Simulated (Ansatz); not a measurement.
Level of theory: DFT PBE, scalar-relativistic, plane waves, PAW in Ansatz 0.2.0. Settings: cutoff 420 eV, Γ-centred meshes spaced at most about 0.3 Å⁻¹, and about 0.25 Å⁻¹ or finer for metals (2π included), Gaussian smearing. No spin polarisation.

Each guess is relaxed in cell and atoms at zero pressure, on a coarse mesh first where it starts far from rest and then on a converged one. The steps can't lower the symmetry of the start, but it can rise. Energies are static (0 K, no zero-point motion).

Two unrelaxed guesses for Hf4C3:

Guess 1.

```yaml
crystal:
  lattice:
    - [4.30579, 0.00000, 0.00000]
    - [-2.15289, 3.72892, 0.00000]
    - [0.00000, 0.00000, 6.98586]
  atoms:
    - { symbol: Hf, position: [0.33333, 0.66667, 0.69334] }
    - { symbol: Hf, position: [0.66667, 0.33333, 0.69334] }
    - { symbol: Hf, position: [0.66667, 0.33333, 0.30666] }
    - { symbol: Hf, position: [0.33333, 0.66667, 0.30666] }
    - { symbol: C, position: [0.00000, 0.00000, 0.17889] }
    - { symbol: C, position: [0.00000, 0.00000, 0.82111] }
    - { symbol: C, position: [0.00000, 0.00000, 0.50000] }
```

Guess 2.

```yaml
crystal:
  lattice:
    - [-2.46828, 2.46828, 2.46828]
    - [2.46828, -2.46828, 2.46828]
    - [2.46828, 2.46828, -2.46828]
  atoms:
    - { symbol: Hf, position: [0.28387, 0.28387, 0.28387] }
    - { symbol: Hf, position: [0.00000, 0.00000, 0.71613] }
    - { symbol: Hf, position: [0.00000, 0.71613, 0.00000] }
    - { symbol: Hf, position: [0.71613, 0.00000, 0.00000] }
    - { symbol: C, position: [0.00000, 0.50000, 0.50000] }
    - { symbol: C, position: [0.50000, 0.00000, 0.50000] }
    - { symbol: C, position: [0.50000, 0.50000, 0.00000] }
```

Question: Which guess leads to the lower structure, and by how much?

Answer: Guess 2 ends lower, by 1.29 eV/atom. Guess 1: P6/mmm at 16.0 Å³/atom → P6/mmm at 16.2 Å³/atom; Guess 2: I-43m at 8.6 Å³/atom → I-43m at 13.4 Å³/atom. Counting C atoms around Hf (those within 1.25 times the shortest such distance or 1.15 times the sum of covalent radii; a plus sign parts nearer from farther groups), the end of guess 1 and the end of guess 2 both have Hf 3+3. The end of guess 1 holds C–C units of three or more atoms (shortest 1.36 Å); in the end of guess 2 the shortest C–C distance is 2.86 Å. End of guess 1. Conventional cell: a = 4.705 Å, c = 5.931 Å. Hf is surrounded by 3 Hf at 2.72 Å, 3 C at 2.72 Å, 2 Hf at 2.92–3.02 Å and 3 C at 3.11 Å; C on a site of symmetry 6mm is surrounded by 1 C at 1.36 Å, 1 C at 2.72 Å and 6 Hf at 2.72 Å; around C on a site of symmetry 6/mmm lie 2 C at 1.36 Å and 12 Hf at 3.11 Å. End of guess 2. Conventional cell: a = 5.720 Å. Hf has 3 C at 2.35 Å, 3 C at 2.72 Å and 9 Hf at 3.00–3.13 Å; around C lie 4 Hf at 2.35 Å, 4 Hf at 2.72 Å and 4 C at 2.86 Å.

Ends held by symmetry can be saddle points. Spin–orbit coupling, which can matter for Hf, is left out.
